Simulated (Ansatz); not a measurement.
Input and command of a calculation in Ansatz (plane waves; scalar-relativistic PAW potentials unless the input names others):

```yaml
crystal:
  lattice:
    - [0.0, 2.2973502731, 2.2973502731]
    - [2.2973502731, 0.0, 2.2973502731]
    - [2.2973502731, 2.2973502731, 0.0]
  atoms:
    - { symbol: Zr, position: [0.0, 0.0, 0.0], spin: 1.0 }
    - { symbol: "N", position: [0.5, 0.5, 0.5], spin: 2.0 }
basis:
  ecutwfc: 420
kpoints:
  mp_grid: { grid: [16, 16, 16] }
hamiltonian:
  xc: pbe
scf:
  occupations: { method: methfessel_paxton, width: 0.2 }
output:
  forces: true
  eigenvalues: true
  stress: true
magnetization:
  spin_polarized: true
```

```bash
ansatz run input.yaml --threads 1 --pin off --max-ram 2560MiB --backend cpu --events-out ev --progress --plain --runs-dir out
```

Abridged log:
```
Basis set: ecut = 420 eV, 459 PW (Γ), exchange–correlation on 48×48×48 points (8 copies of the dense FFT grid, shifted against one another)
Bands: 14, of which v1, the nominal top of the filled ones, is band 9 counted from 1 (8 counted from 0)
Symmetry: 48 space group operations
k-points: 145 of 4096
SCF iter   1: F=—  HF=-4569.490243 eV  |F-HF|=—  |Δ(HF+E_count)|=         —  Δρ=1.15e-1 (↑1.15e-1 ↓9.00e-2) dr2=2.77e-1  dr2_m=2.27e0  M=0.175 μB ∫|m|=0.189 μB  β_m=0.30  ethr=1.63e-3  ⟨swp⟩=1.0  Hψ=25326  notcnv=0
Mixer restart at iter 1: flushing history
SCF iter   2: F=—  HF=-4569.850769 eV  |F-HF|=—  |Δ(HF+E_count)|=   3.61e-1  Δρ=7.58e-2 (↑7.58e-2 ↓6.92e-2) dr2=4.55e-2  dr2_m=1.15e0  M=0.134 μB ∫|m|=0.147 μB  β_m=0.63  ethr=1.63e-3  ⟨swp⟩=1.6  Hψ=5327  notcnv=0
SCF iter   3: F=—  HF=-4571.293457 eV  |F-HF|=—  |Δ(HF+E_count)|=    1.44e0  Δρ=1.54e-2 (↑1.54e-2 ↓6.16e-3) dr2=3.93e-2  dr2_m=1.50e-2  M=0.022 μB ∫|m|=0.030 μB  β_m=0.60  ethr=2.68e-4  ⟨swp⟩=2.4  Hψ=8348  notcnv=0  defer=44
SCF iter   4: F=—  HF=-4571.306088 eV  |F-HF|=—  |Δ(HF+E_count)|=   1.26e-2  Δρ=2.55e-3 (↑2.55e-3 ↓1.69e-3) dr2=4.24e-3  dr2_m=2.44e-4  M=0.004 μB ∫|m|=0.009 μB  β_m=0.80  ethr=2.31e-4  ⟨swp⟩=1.5  Hψ=5920  notcnv=0  defer=5
SCF iter   5: F=—  HF=-4571.318074 eV  |F-HF|=—  |Δ(HF+E_count)|=   1.20e-2  Δρ=5.12e-4 (↑3.46e-4 ↓5.12e-4) dr2=5.97e-5  dr2_m=1.58e-5  M=0.000 μB ∫|m|=0.001 μB  β_m=0.83  ethr=2.50e-5  ⟨swp⟩=2.0  Hψ=5533  notcnv=0  defer=4
SCF iter   6: F=—  HF=-4571.318096 eV  |F-HF|=—  |Δ(HF+E_count)|=   2.20e-5  Δρ=8.39e-5 (↑3.15e-5 ↓8.39e-5) dr2=1.36e-6  dr2_m=3.79e-7  M=0.000 μB ∫|m|=0.000 μB  β_m=0.91  ethr=3.51e-7  ⟨swp⟩=2.2  Hψ=6462  notcnv=0  defer=4
SCF iter   7: F=—  HF=-4571.311595 eV  |F-HF|=—  |Δ(HF+E_count)|=         —  Δρ=3.57e-5 (↑3.57e-5 ↓2.95e-5) dr2=1.50e-6  dr2_m=4.00e-9  M=0.000 μB ∫|m|=0.000 μB  β_m=0.91  ethr=8.00e-9  ⟨swp⟩=2.2  Hψ=5258  notcnv=0  defer=4
Mixer restart at iter 7: flushing history
iteration 7: the input's own smearing fills from here on; a Gaussian of 0.2 eV has filled iterations ahead of it
SCF iter   8: F=—  HF=-4571.311596 eV  |F-HF|=—  |Δ(HF+E_count)|=   1.62e-6  S|Δr|=    0.00e0  Δρ=8.85e-5 (↑8.50e-5 ↓8.85e-5) dr2=8.60e-6  dr2_m=7.89e-10  M=0.000 μB ∫|m|=0.000 μB  β_m=0.60  ethr=8.00e-9  ⟨swp⟩=2.0  Hψ=6275  notcnv=0  defer=4  recentre
SCF iter   9: F=—  HF=-4571.311594 eV  |F-HF|=—  |Δ(HF+E_count)|=   1.99e-6  S|Δr|=    0.00e0  Δρ=6.68e-6 (↑6.68e-6 ↓4.14e-6) dr2=2.50e-8  dr2_m=1.17e-9  M=0.000 μB ∫|m|=0.000 μB  β_m=0.65  ethr=5.88e-10  ⟨swp⟩=4.7  Hψ=17018  notcnv=0
SCF iter  10: F=—  HF=-4571.311594 eV  |F-HF|=—  |Δ(HF+E_count)|=   3.40e-9  S|Δr|=    0.00e0  Δρ=1.47e-6 (↑1.28e-6 ↓1.47e-6) dr2=2.44e-10  dr2_m=2.92e-10  M=0.000 μB ∫|m|=0.000 μB  β_m=0.72  ethr=1.47e-10  ⟨swp⟩=3.0  Hψ=9514  notcnv=0
SCF iter  11: F=—  HF=-4571.311594 eV  |F-HF|=—  |Δ(HF+E_count)|=  4.34e-10  S|Δr|=    0.00e0  Δρ=4.98e-7 (↑4.98e-7 ↓4.57e-7) dr2=1.30e-12  dr2_m=4.97e-11  M=0.000 μB ∫|m|=0.000 μB  β_m=0.86  ethr=1.43e-12  ⟨swp⟩=2.0  Hψ=7714  notcnv=0
SCF iter  12: F=-4571.311594 eV  HF=-4571.311594 eV  |F-HF|=0.00e0  |Δ(HF+E_count)|=  7.82e-11  S|Δr|=    0.00e0  Δρ=4.33e-8 (↑4.33e-8 ↓3.56e-8) dr2=1.09e-13  dr2_m=2.68e-13  M=0.000 μB ∫|m|=0.000 μB  ethr=1.00e-12  ⟨swp⟩=2.0  Hψ=6397  notcnv=0
SCF 1 converged in 12 iterations: F = -4571.311594 eV  dr2 = 1.09e-13
WARN: the starting moments were not kept: the SCF closed with an absolute magnetisation of 1.0e-6 μB, where they sum to 3 μB in size (2 sites). That is at most 0.1 of that sum. Measured as dr2_m measures the in/out step, that magnetisation stands 2.2e-13 eV from none, at or under the dr2_threshold of 1.0e-7 eV: it is no larger than a step whose dr2_m would equal this threshold. The system may hold no moment; this SCF shows only that its start led to no more than that. To try another start: raise the starting moments (crystal.atoms[].spin, magnetization.per_species, magnetization.initial_magnet ...
this state was not tested for a lower state beside it, because cold or Methfessel-Paxton smearing, or corrected tetrahedra, fill the levels in a way that the test cannot read (fill_not_monotonic; see scf.lower_state_search)
SCF converged after 12 iterations
Magnetization: 0.0000 μB (8.5000 up, 8.5000 down)
Absolute magnetization: 0.0000 μB (∫|ρ↑−ρ↓|, with the PAW one-centre terms)
Spin contamination: 0.0000 ħ² per cell (⟨S²⟩ above its minimum at these occupations)
Per-site moments (μB) at R_I (Å): [(2.84822156e-8, 0.94765698), (-2.26226936e-7, 0.94765698)]
Free energy (F): -4571.311594 eV
Harris-Foulkes:  -4571.311594 eV  (|F-HF|=0.00e0)
Internal energy: -4571.311154 eV  (E = F + TS)
E sigma→0 (E₀):  -4571.311484 eV
Entropy (-TS):   -0.000441 eV (-0.220 meV/atom)
Fermi energy:    17.565465 eV
Step filling:    the computed levels leave a gap of 0.0140 eV = 0.1 smearing widths at the electron count; against every level under it full and every level over it empty, smearing changes F+E_penalty+E_count by -1.005 meV and its σ→0 estimate by -0.894 meV
--- Forces (eV/Å), atoms counted from 1 ---
  atom   1  Zr     0.00000000     0.00000000     0.00000000
  atom   2  N      0.00000000     0.00000000     0.00000000
--- Stress (GPa, compression-positive) ---
       -0.024522       0.000000       0.000000
        0.000000      -0.024522       0.000000
        0.000000       0.000000      -0.024522
  P = ⅓ Tr σ = -0.0245 GPa (-0.245 kbar)
```

Apart from outputs, empty bands and the relaxation, which only the reference makes, the input differs from a reference run on usual settings in scf.occupations.method: "gaussian" → "methfessel_paxton"; scf.occupations.width: 0.1 → 0.2; magnetization: not typed → {"spin_polarized": true} (ferro starting moments). The reference, at the same geometry, ended its own course with pressure -0.01 GPa, largest force 0.000 eV/Å, no gap on the mesh. This run converged in 12 SCF iterations with an energy at zero smearing 0.18 meV/atom below the reference's, pressure -0.02 GPa, largest force 0.000 eV/Å, no gap on the mesh. Its smearing width is looser than usual, yet energy, pressure and forces hardly moved.

Time: 6 s on 1 thread of Intel(R) Xeon(R) Platinum 8488C (Sapphire Rapids), with other jobs on the host, peak memory 0.42 GiB.